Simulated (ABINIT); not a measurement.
Input of an ABINIT 10.8.3 (patched build) run:

run.abi

```
pp_dirpath "./"
pseudos "Hf.GGA_PBE-JTH.xml, N.GGA_PBE-JTH.xml"

acell 3*1.0
rprim
     5.9222278612     0.0000000000     0.0000000000
    -2.9611139307     5.1287997748     0.0000000000
     0.0000000000     0.0000000000    10.2362074715
ntypat 2
znucl 72 7
natom 4
typat 1 1 2 2
xred
     0.3336620000     0.6541600000     0.2504860000
     0.6614420000     0.3356560000     0.7499240000
     0.0076370000    -0.0035320000     0.4917730000
     0.0046040000     0.0022350000    -0.0066630000
chkprim 0
chksymtnons 0
tolsym 1.0e-6

ecut 26.0
pawecutdg 48.0

kptopt 1
ngkpt 10 10 5
nshiftk 1
shiftk 0.0 0.0 0.0

ixc 11

nband 21
occopt 3
tsmear 0.00183747

nstep 100
tolvrs 1.0e-9

iomode 3
prtwf 0
prtden 0
prteig 0
prtebands 0
```

Potentials or basis: JTH PAW PBE v2.0.

Launch:

```bash
$ abinit run.abi > log 2>&1
```

Question: Predict the largest force.

Answer: 0.589 eV/Å.

Question: What does it give for the pressure?

Answer: 4.8 GPa.

Question: Predict the band gap on the k mesh.

Answer: None (metal or under the smearing width).

Stress tensor (GPa, compression positive):
```
 5.20 -0.32 -0.11
-0.32  4.79 -0.03
-0.11 -0.03  4.55
```

Spin-orbit coupling is left out, which matters for the levels of Hf.
